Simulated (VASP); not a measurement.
# AgCl (Pm-3m) in VASP: notebook, part 2 of 2

VASP 6.6.1.

## 4. Single point, PBE

This run uses another cell than the first one, of 20.45 Å³/atom, 0.971 times its volume.

Contents of INCAR:

```
ALGO = Fast
EDIFF = 1E-6
ENCUT = 520
GGA = PE
ISIF = 2
ISMEAR = 0
LASPH = True
LCHARG = False
LREAL = False
LWAVE = False
NBANDS = 16
NELM = 60
PREC = Accurate
SIGMA = 0.01
```

Contents of KPOINTS:

```
k-points
0
Gamma
  5 5 5
```

Contents of POSCAR:

```
AgCl
1.0
    3.4453786220      0.0000000000      0.0000000000
    0.0000000000      3.4453786220      0.0000000000
    0.0000000000      0.0000000000      3.4453786220
Ag Cl
1 1
Direct
    0.0000000000      0.0000000000      0.0000000000
    0.5000000000      0.5000000000      0.5000000000
```

Potentials or basis: VASP PAW PBE potentials, release 64 (Ag, Cl).

Command:

```
$ cat potpaw_PBE.64/Ag/POTCAR potpaw_PBE.64/Cl/POTCAR > POTCAR
$ mpirun -np 1 vasp_std > vasp.out
```

OUTCAR:

```text
EDIFF = 1E-6
   ENCUT = 520
   GGA = PE
   ISIF = 2
   ISMEAR = 0
   LASPH = True
   LREAL = False
   NELM = 60
   PREC = Accurate

 ion  position               nearest neighbor table
   1  0.000  0.000  0.000-   2 2.98   2 2.98   2 2.98   2 2.98   2 2.98   2 2.98   2 2.98   2 2.98

   2  0.500  0.500  0.500-   1 2.98   1 2.98   1 2.98   1 2.98   1 2.98   1 2.98   1 2.98   1 2.98

  LATTYP: Found a simple cubic cell.
 ALAT       =     3.4453786220

  Lattice vectors:

 A1 = (   3.4453786220,   0.0000000000,   0.0000000000)
 A2 = (   0.0000000000,   3.4453786220,   0.0000000000)
 A3 = (   0.0000000000,   0.0000000000,   3.4453786220)

Analysis of symmetry for initial positions (statically):
=====================================================================
 Subroutine PRICEL returns:
 Original cell was already a primitive cell.

 Routine SETGRP: Setting up the symmetry group for a
 simple cubic supercell.

 Subroutine GETGRP returns: Found 48 space group operations
 (whereof 48 operations were pure point group operations)
 out of a pool of 48 trial point group operations.

The static configuration has the point symmetry O_h .

Analysis of symmetry for dynamics (positions and initial velocities):
=====================================================================
 Subroutine PRICEL returns:
 Original cell was already a primitive cell.

 Routine SETGRP: Setting up the symmetry group for a
 simple cubic supercell.

 Subroutine GETGRP returns: Found 48 space group operations
 (whereof 48 operations were pure point group operations)
 out of a pool of 48 trial point group operations.

The dynamic configuration has the point symmetry O_h .

 Subroutine INISYM returns: Found 48 space group operations
 (whereof 48 operations are pure point group operations),
 and found     1 'primitive' translations

----------------------------------------------------------------------------------------
[... 98 lines left out ...]
     AMIX_MAG =   1.60;   BMIX_MAG =  1.00
  volume/ion in A,a.u.               =      20.45       138.00
  Fermi-wavevector in a.u.,A,eV,Ry     =   1.245266  2.353211 21.098375  1.550687
  Thomas-Fermi vector in A             =   2.379496
   LORBIT       =      0    0 simple, 1 ext, 2 COOP (PROOUT), +10 PAW based schemes
   GGA     = PE    functional components
   LHFCALC =     F    Hartree Fock is set to
   AEXX    =    0.0000 exact exchange contribution
   IVDW    =     0    specifies the selected vdW correction
   LEPSILON=     F    determine dielectric tensor
   LRPA    =     F    only Hartree local field effects (RPA)
 non-spin polarized calculation
 RMM-DIIS sequential band-by-band and
 Gauss-broadening in eV      SIGMA  =   0.01
  energy-cutoff  :      520.00
  volume of cell :       40.90
 maximum number of plane-waves:      1141
 NGX is ok and might be reduce to    28
   NGX = 13   NGY = 13   NGZ = 13

 number of electron      18.0000001 magnetization

 Free energy of the ion-electron system (eV)
  ---------------------------------------------------
  ext. energy  EPLUGINS =         0.00000000
  ---------------------------------------------------
  free energy    TOTEN  =        -5.11524243 eV

  energy without entropy =       -5.11524243  energy(sigma->0) =       -5.11524243

 E-fermi :   3.7685     XC(G=0): -10.3306

 val. band max:        3.6667034457   @ k =   0.4000   0.0000   0.0000
 cond. band min:       4.3351570022   @ k =   0.0000   0.0000   0.0000
 fundamental gap:      0.6684535565
 Fermi energy:         3.7685054922

 k-point     1 :       0.0000    0.0000    0.0000
  band No.  band energies     occupation
      1     -10.7387      2.00000
      2       1.0859      2.00000
      3       1.0859      2.00000
      4       2.0031      2.00000
      5       2.0031      2.00000
      6       2.0031      2.00000
[... 167 lines left out ...]
      3      -0.2972      2.00000
      4      -0.0702      2.00000
      5       2.1577      2.00000
      6       2.1577      2.00000
[... 8 lines left out ...]
     15      19.2929      0.00000
     16      19.4622      0.00000

------------------------ aborting loop because EDIFF is reached ----------------------------------------

  FORCE on cell =-STRESS in cart. coord.  units (eV):
  Direction    XX          YY          ZZ          XY          YZ          ZX
  --------------------------------------------------------------------------------------
  -------------------------------------------------------------------------------------
  Total       -0.1717313     -0.1717313     -0.1717313      0.0000000     -0.0000000      0.0000000
  in kB       -6.7274299     -6.7274299     -6.7274299      0.0000000     -0.0000000      0.0000000
  external PRESSURE =      -6.7274299 kB  Pullay stress =       0.0000000 kB

 VOLUME and BASIS-vectors are now :
 -----------------------------------------------------------------------------
  energy-cutoff  :      520.00
  volume of cell :       40.90
      direct lattice vectors                 reciprocal lattice vectors
     3.445378622  0.000000000  0.000000000     0.290243863  0.000000000  0.000000000
     0.000000000  3.445378622  0.000000000     0.000000000  0.290243863  0.000000000
     0.000000000  0.000000000  3.445378622     0.000000000  0.000000000  0.290243863

 POSITION                                       TOTAL-FORCE (eV/Angst)
 -----------------------------------------------------------------------------------
      0.00000      0.00000      0.00000         0.000000      0.000000      0.000000
      1.72269      1.72269      1.72269         0.000000      0.000000      0.000000
 -----------------------------------------------------------------------------------
    total drift:                               -0.000000      0.000000      0.000000

  FREE ENERGIE OF THE ION-ELECTRON SYSTEM (eV)
  ---------------------------------------------------
  free  energy   TOTEN  =        -5.1152424275 eV

  energy  without entropy=       -5.1152424275  energy(sigma->0) =       -5.11524243
```

OSZICAR:

```text
N       E                     dE             d eps       ncg     rms          rms(c)
DAV:   1     0.984838857817E+02    0.98484E+02   -0.86666E+03   336   0.101E+03
DAV:   2    -0.189681961731E+01   -0.10038E+03   -0.91984E+02   424   0.221E+02
DAV:   3    -0.539869467977E+01   -0.35019E+01   -0.34952E+01   352   0.439E+01
DAV:   4    -0.542241834452E+01   -0.23724E-01   -0.23722E-01   440   0.385E+00
DAV:   5    -0.542270707025E+01   -0.28873E-03   -0.28873E-03   384   0.417E-01    0.521E+00
RMM:   6    -0.513501716646E+01    0.28769E+00   -0.36932E-01   329   0.357E+00    0.378E+00
RMM:   7    -0.511839218020E+01    0.16625E-01   -0.43465E-02   342   0.125E+00    0.184E+00
RMM:   8    -0.511530891057E+01    0.30833E-02   -0.53063E-03   362   0.612E-01    0.399E-01
RMM:   9    -0.511520117679E+01    0.10773E-03   -0.10684E-03   360   0.278E-01    0.729E-02
RMM:  10    -0.511524198964E+01   -0.40813E-04   -0.19809E-04   368   0.104E-01    0.452E-02
RMM:  11    -0.511524111462E+01    0.87502E-06   -0.51155E-05   363   0.595E-02    0.396E-03
RMM:  12    -0.511524212395E+01   -0.10093E-05   -0.91841E-06   329   0.219E-02    0.268E-03
RMM:  13    -0.511524242746E+01   -0.30351E-06   -0.13039E-06   247   0.785E-03
   1 F= -.51152424E+01 E0= -.51152424E+01  d E =-.530770E-48
```

stdout:

```text
POSCAR found type information on POSCAR AgCl
 POSCAR found :  2 types and       2 ions
 scaLAPACK will be used
 LDA part: xc-table for (Slater+PW92), standard interpolation
 POSCAR, INCAR and KPOINTS ok, starting setup
 FFT: planning ... GRIDC
 FFT: planning ... GRID_SOFT
 FFT: planning ... GRID
 WAVECAR not read
 entering main loop
```

Run time: 5.2 s. Hardware: 1 thread of Intel Xeon 6975P-C (Granite Rapids), shared host; peak memory 0.14 GiB.

What came out:

| Quantity | Value |
| --- | --- |
| Free energy | -5.1152 eV |
| Pressure | -0.7 GPa |
| Band gap on the k mesh | 0.67 eV, indirect (least direct gap 2.04 eV) |

Levels at points of the mesh, in eV from the valence-band top:
| k point | band 7 | band 8 | band 9 | band 10 | band 11 | band 12 |
| --- | --- | --- | --- | --- | --- | --- |
| (0.00, 0.00, 0.00) | -1.37 | -1.37 | -1.37 | 0.67 | 9.55 | 9.55 |

Caveat: an odd mesh through Γ misses points on the zone boundary, where band edges often lie. A hybrid or GW would open this gap; PBE tends to underestimate it.

## 5. The runs side by side

```csv
cell,gap on the mesh (eV),pressure (GPa)
"Pm-3m, 21.06 Å³/atom",0.66,-1.8
"Pm-3m, 19.84 Å³/atom",0.68,0.8
"Pm-3m, 20.45 Å³/atom",0.67,-0.7
```

Alike in all rows: task single point; level PBE; potentials or basis VASP PAW PBE potentials, release 64 (Ag, Cl); no spin polarisation; k mesh 5 × 5 × 5; cutoff (eV) 520; smearing gaussian 0.01 eV.

On the cell as given the gap runs from 0.66 eV (PBE) to 0.68 eV (PBE).

Caveats: an odd mesh through Γ misses points on the zone boundary, where band edges often lie.

Total energies depend on the potentials used, so only differences within one code and one set of settings carry meaning.
